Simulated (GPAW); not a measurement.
## How the form of the self-energy moves the gap of MgO (Fm-3m)

Wanted: the gap of MgO (Fm-3m) under several approximations, with cost.

Program: GPAW 26.7.0. Level of theory: PBE and many-body steps on it, plane waves. Results are calculated unless marked as measured.

**What was measured.**

- Gap 7.83 eV: direct gap at Gamma, low temperature; bulk crystal (literature value) (quoted in “The Band-Gap Studies of Short-Period CdO/MgO Superlattices”, 2021, pmc:8035356).

## (1) The starting structure

Symmetry: Fm-3m, No. 225, cubic system. Conventional cell: a = 4.194 Å, b = 4.194 Å, c = 4.194 Å, α = 90.00°, β = 90.00°, γ = 90.00°. Mg has 6 O at 2.10 Å nearest. Nearest to O lie 6 Mg at 2.10 Å. Farther neighbours and most contacts between anions are not listed.

Coordinates:

```xyz
2
Lattice="0.0000 2.0970 2.0970 2.0970 0.0000 2.0970 2.0970 2.0970 0.0000" Properties=species:S:1:pos:R:3 pbc="T T T"
Mg    0.0000    0.0000    0.0000
O     2.0970    2.0970    2.0970
```

The cell and positions are those that the Materials Project relaxed with its own functionals (PBE, PBE+U or r2SCAN), kept fixed.

## (2) Empty states on the mesh, 8×8×8 mesh, 284 bands

This step: GPAW 26.7.0; DFT, PBE, plane waves, PAW.

The sums over transitions need many empty states on a uniform mesh; this step solves for them.

Input file run.py:

```python
import json
import numpy as np
from gpaw.mpi import world
from gpaw import GPAW

calc = GPAW('gs.gpw').fixed_density(kpts={'size': (8, 8, 8), 'gamma': True},
    parallel={'domain': 1, 'band': 1},
    txt='nscf.txt')
calc.diagonalize_full_hamiltonian(nbands=284)
calc.write('full.gpw', mode='all')
res = {}
kpts = calc.get_ibz_k_points()
res['kpts'] = kpts
res['eigenvalues'] = [calc.get_eigenvalues(kpt=k) for k in range(len(kpts))]
res['n_electrons'] = calc.get_number_of_electrons()

if world.rank == 0:
    with open('result.json', 'w') as f:
        json.dump(res, f, default=lambda x: x.tolist())
```

Started as:

```
$ mpirun -n 8 gpaw python run.py
```

Output:

```text
Diagonalizing LCAO Hamiltonian
Converting LCAO to pw mode
convergence criteria:
- Maximum integral of absolute [eigenst]ate change: 4e-08 eV^2 / valence electron
maximum number of iterations: 100

SCF iterations
|iter     |     time |      energy | eigst |  dens |
|iter:   1|  |             | +1.35 |       |
|iter:   2|  |             | +0.18 |       |
|iter:   3|  |             | -0.73 |       |
|iter:   4|  |             | -2.94 |       |
|iter:   5|  |             | -4.05 |       |
|iter:   6|  |             | -6.28 |       |
|iter:   7|  |             | -7.49c|       |
SCF steps: 7
  __  _  _
 | _ |_)|_||  |
 |__||  | ||/\| - 26.7.0

Input parameters:
  mode=PW(ecut=600.0),
  convergence={'density': 1e-06, 'bands': -3},
  gpts=array([18, 18, 18]),
  kpts=MonkhorstPack(size=(8, 8, 8), gamma=True),
  maxiter=100,
  nbands=15,
  occupations=Occupations(name='fermi-dirac', width=0.001, fixmagmom=False),
  parallel={'domain': 1, 'band': 1},
  xc=XC(name='PBE')
Matrix size: 609x609
# Writing to full.gpw (mode='all')
  [... matrices ...]

timing:  # [seconds]
  Total: 2.102  # ━━━━━━━━━━━━━━━━━━━━━━━━━━━━━━━━━━━━━━━━━━━━━━━━━━━━━━━━━━━
```

Elapsed: 8.4 s, on 8 MPI ranks of Intel Xeon Platinum 8259CL at 2.50GHz (Skylake/Cascade Lake), shared host; peak memory 1.4 GiB; 65 s of CPU time.

Numbers from this step:

* gap: 4.886 eV
* k of the valence top: 0, 0, 0
* k of the conduction bottom: 0, 0, 0
* least direct gap: 4.886 eV
* k points computed: 29
* lowest point of the top converged band, above the valence top: 332.3458 eV

On this mesh the gap is 4.886 eV.

## (3) One-shot HSE06

This step: one-shot HSE06 levels on PBE orbitals, plane waves, PAW.

Input file run.py:

```python
import json
import numpy as np
from gpaw.mpi import world
from gpaw.hybrids.eigenvalues import non_self_consistent_eigenvalues

dft, vxc, vxc_hyb = non_self_consistent_eigenvalues('full.gpw', 'HSE06', 6, 10, kpt_indices=[0])
res = {'dft': dft[0], 'hybrid': (dft - vxc + vxc_hyb)[0]}
if world.rank == 0:
    with open('hybrid.txt', 'w') as f:
        for k, e0, e1 in zip([0], res['dft'], res['hybrid']):
            print(k, ' '.join(f'{x:9.4f}' for x in e0), '|', ' '.join(f'{x:9.4f}' for x in e1), file=f)

if world.rank == 0:
    with open('result.json', 'w') as f:
        json.dump(res, f, default=lambda x: x.tolist())
```

Started as:

```
$ mpirun -n 8 gpaw python run.py
```

Output:

```text
IBZ(<points: 29, symmetries: 48>)
Occupied bands: 8
Transforming wave functions from IBZ to BZ: 0.118 seconds
Distributing wave functions and iFFT-ing to real space: 0.672 seconds
Calculating eigenvalues:
  k-points: 1
  Bands: 6-9 (inclusive)
  Seconds: 0.851 (wave-function broadcasting: 0.005 seconds)
HSE06-eigenvalue shifts:
  min: -1.316 eV
  ave: -0.371 eV
  max: 0.712 eV
```

Wall time 6.7 s (8 MPI ranks); peak memory 1.6 GiB; 50 s of CPU time.

Numbers from this step:

| Quantity | Value |
| --- | --- |
| starting gap on the mesh | 4.886 eV |
| hybrid gap on the mesh | 6.637 eV |
| least direct hybrid gap on the computed points | 6.637 eV |

## (4) GLLB-SC, self-consistent

This step: DFT, GLLB-SC with its derivative discontinuity, plane waves, PAW.

Input file run.py:

```python
import json
import numpy as np
from gpaw.mpi import world
from ase import Atoms
from gpaw import GPAW, PW, FermiDirac

atoms = Atoms(['Mg', 'O'],
    cell=[[0.0000000000, 2.0970013927, 2.0970013927],
      [2.0970013927, 0.0000000000, 2.0970013927],
      [2.0970013927, 2.0970013927, 0.0000000000]],
    scaled_positions=[[0.0000000000, 0.0000000000, 0.0000000000],
      [0.5000000000, 0.5000000000, 0.5000000000]],
    pbc=(True, True, True))
calc = GPAW(mode=PW(600),
    xc='GLLBSC',
    kpts={'size': (8, 8, 8), 'gamma': True},
    occupations=FermiDirac(0.001),
    nbands=-7,
    convergence={'bands': -3},
    maxiter=120,
    txt='gllbsc.txt')
atoms.calc = calc
atoms.get_potential_energy()
homo, lumo = calc.get_homo_lumo()
response = calc.hamiltonian.xc.response
dxc_pot = response.calculate_discontinuity_potential(homo, lumo)
ks_gap, dxc = response.calculate_discontinuity(dxc_pot)
res = {'ks_gap': ks_gap, 'dxc': dxc}

if world.rank == 0:
    with open('result.json', 'w') as f:
        json.dump(res, f, default=lambda x: x.tolist())
```

Started as:

```
$ mpirun -n 8 gpaw python run.py
```

Output:

```text
[banner, memory and clock lines left out]
___ ___ ___ _ _ _
 |   |   |_  | | | |
 | | | | | . | | | |
 |__ |  _|___|_____|  26.7.0
 |___|_|

Input parameters:
  convergence: {bands: -3}
  kpts: {gamma: True,
         size: (8, 8, 8)}
  maxiter: 120
  mode: {ecut: 600.0,
         name: pw}
  nbands: -7
  occupations: {fixmagmom: False,
                name: fermi-dirac,
                width: 0.001}
  xc: GLLBSC

System changes: positions, numbers, cell, pbc, initial_charges, initial_magmoms

Initialize ...

species:
  Mg:
    name:    Magnesium
    Z:       12.0
    valence: 10
    core:    2
    charge:  0.0  # [|e|]
    compensation charges:
      type: gauss
      rc: 0.33  # [Å]
      lmax: 2
    cutoffs:
      filter: 1.86  # [Å]
      core: 0.54  # [Å]
    projectors
    | kind |    occ | energy [eV] | rcut [Å] |
    |   2s |  2.000 |     -81.998 |    1.090 |
    |   3s |  2.000 |      -6.877 |    1.090 |
    |   2p |  6.000 |     -48.239 |    1.085 |
    |   3p |  0.000 |      -3.605 |    1.085 |
    |    d |        |       0.000 |    1.037 |

    Using partial waves for Mg as LCAO basis

  O:
    name:    Oxygen
    Z:       8.0
    valence: 6
    core:    2
    charge:  0.0  # [|e|]
    compensation charges:
      type: gauss
      rc: 0.21  # [Å]
      lmax: 2
    cutoffs:
      filter: 1.17  # [Å]
      core: 0.83  # [Å]
    projectors
    | kind |    occ | energy [eV] | rcut [Å] |
    |   2s |  2.000 |     -28.986 |    0.688 |
    |   2p |  4.000 |     -13.358 |    0.598 |
    |    s |        |      -1.774 |    0.688 |
    |    p |        |      13.853 |    0.598 |
    |    d |        |       0.000 |    0.619 |

    Using partial waves for O as LCAO basis

Reference energy: -7470.803941  # eV

Spin-paired calculation

Convergence criteria:
 Maximum [total energy] change in last 3 cyles: 0.0005 eV / valence electron
 Maximum integral of absolute [dens]ity change: 0.0001 electrons / valence electron
 Maximum integral of absolute [eigenst]ate change: 4e-08 eV^2 / valence electron
 Maximum number of scf [iter]ations: 120
 (Square brackets indicate name in SCF output, whereas a 'c' in
 the SCF output indicates the quantity has converged.)
  [... matrices ...]
Symmetries present (total): 48

  [... matrices ...]
512 k-points: 8 x 8 x 8 Monkhorst-Pack grid + [1/16,1/16,1/16]
29 k-points in the irreducible part of the Brillouin zone
       k-points in crystal coordinates                weights
   0:     0.00000000    0.00000000    0.00000000          1/512
   1:     0.12500000    0.12500000    0.00000000          6/512
   2:     0.12500000    0.12500000    0.12500000          8/512
   3:     0.25000000    0.12500000    0.12500000         12/512
   4:     0.25000000    0.25000000    0.00000000          6/512
   5:     0.25000000    0.25000000    0.12500000         24/512
   6:     0.25000000    0.25000000    0.25000000          8/512
   7:     0.37500000    0.25000000   -0.37500000         24/512
   8:     0.37500000    0.25000000    0.12500000         24/512
   9:     0.37500000    0.25000000    0.25000000         24/512
          ...
  28:     0.50000000    0.50000000    0.50000000          4/512

Wave functions: Plane wave expansion
  Cutoff energy: 600.000 eV
  Number of coefficients (min, max): 592, 636
  Pulay-stress correction: 0.000000 eV/Ang^3 (de/decut=0.000000)
  Using FFTW library
  Wavefunction extrapolation:
    Improved wavefunction reuse through dual PAW basis

Occupation numbers: Fermi-Dirac:
  width: 0.0010  # eV

Eigensolver
   Davidson(niter=2)

Densities:
  Coarse grid: 18*18*18 grid
  Fine grid: 36*36*36 grid
  Total Charge: 0.000000

Density mixing:
  Method: separate
  Backend: msr1
  Linear mixing parameter: 0.05
  old densities: 10
  Width of damping distribution: 1.1
  Damping of long wavelength oscillations: 20

Hamiltonian:
  XC and Coulomb potentials evaluated on a 36*36*36 grid
  Using the GLLBSC Exchange-Correlation functional
  External potential:
    NoExternalPotential

XC parameters: GLLBSC functional being used consists of
  | Weight | Module     | Description                                   |
  |  1.000 | SCREENING  | GGA_X_PBE_SOL with 2 nearest neighbor stencil |
  |  1.000 | RESPONSE   | eps=0.0500 eV                                 |
  |  1.000 | XC         | GGA_C_PBE_SOL with 2 nearest neighbor stencil |

Memory estimate:

Total number of cores used: 8
Parallelization over k-points: 8

Number of atoms: 2
Number of atomic orbitals: 12
Number of bands in calculation: 15
Number of valence electrons: 16
Bands to converge: 12

... initialized

Initializing position-dependent things.

Density initialized from atomic densities
Creating initial wave functions:
  12 bands from LCAO basis set
  3 bands from random numbers

              O

       Mg

Atomic positions and initial magnetic moments

Positions:
   0 Mg     0.000000    0.000000    0.000000    ( 0.0000,  0.0000,  0.0000)
   1 O      2.097001    2.097001    2.097001    ( 0.0000,  0.0000,  0.0000)
  [... matrices ...]
Unit cell:
           periodic     x           y           z      points  spacing
  1. axis:    yes    0.000000    2.097001    2.097001    18     0.1345
  2. axis:    yes    2.097001    0.000000    2.097001    18     0.1345
  3. axis:    yes    2.097001    2.097001    0.000000    18     0.1345

  Lengths:   2.965608   2.965608   2.965608
  Angles:   60.000000  60.000000  60.000000

Effective grid spacing dv^(1/3) = 0.1468

iter:   1    -16.299272   +1.25
iter:   2    -17.417081   +0.05  -1.04
iter:   3    -18.996254   -1.37  -0.99
iter:   4    -15.454024   -0.81  -0.92
iter:   5    -13.296745   -0.88  -1.14
iter:   6    -12.976865   -1.57  -1.15
iter:   7    -13.013544   -1.49  -1.54
iter:   8    -12.633662   -2.78  -1.69
iter:   9    -12.569993   -3.14  -2.30
iter:  10    -12.595853   -4.79  -3.36
iter:  11    -12.588115   -6.10  -3.55
iter:  12    -12.588217c  -7.68c -4.61c

Converged after 12 iterations.

Dipole moment: (-0.000000, -0.000000, -0.000000) |e|*Ang

Energy contributions relative to reference atoms: (reference = -7470.803941)
  [... matrices ...]
Kinetic:        +20.409392
Potential:      -16.630785
External:        +0.000000
XC:             -16.434879
Entropy (-ST):   -0.000000
Local:           +0.068054
SIC:             +0.000000
Free energy:    -12.588217
Extrapolated:   -12.588217

GLLBSC response reference energy: 2.15342 eV (from HOMO)
  [... matrices ...]
Showing only first 2 kpts
 Kpt  Band  Eigenvalues  Occupancy
  0     6      2.15360    2.00000
  0     7      2.15367    2.00000
  0     8      8.20394    0.00000
  0     9     19.59808    0.00000

  1     6      1.95031    2.00000
  1     7      1.95035    2.00000
  1     8      9.29559    0.00000
  1     9     17.34673    0.00000

Fermi level: 3.48075

Gap: 6.050 eV
Transition (v -> c):
  (s=0, k=0, n=7, [0.00, 0.00, 0.00]) -> (s=0, k=0, n=8, [0.00, 0.00, 0.00])
No difference between direct/indirect transitions
```

It took 8 s on 8 MPI ranks; peak memory 1.3 GiB; 61 s of CPU time.

This step gave:

* starting gap on the mesh: 6.050 eV
* derivative discontinuity: 2.354 eV
* quasiparticle gap on the mesh: 8.405 eV

(Continued in part 2 of 2.)

[Paths, hosts, dates, memory and timing lines, banners, echoed tables and standing remarks are left out of the program output.]

[Logs are printed without paths, hosts, clocks, repeated set-up lines and the standing remarks that a program may print on its own settings, such as how far it seeks lower states.]

[Runs of the session that timed out or met a known fault of the program may be left out.]

[Hosts, paths, dates, database ids (printed as entryN), source tags and the programs' standing remarks are cut or masked in the printed files.]
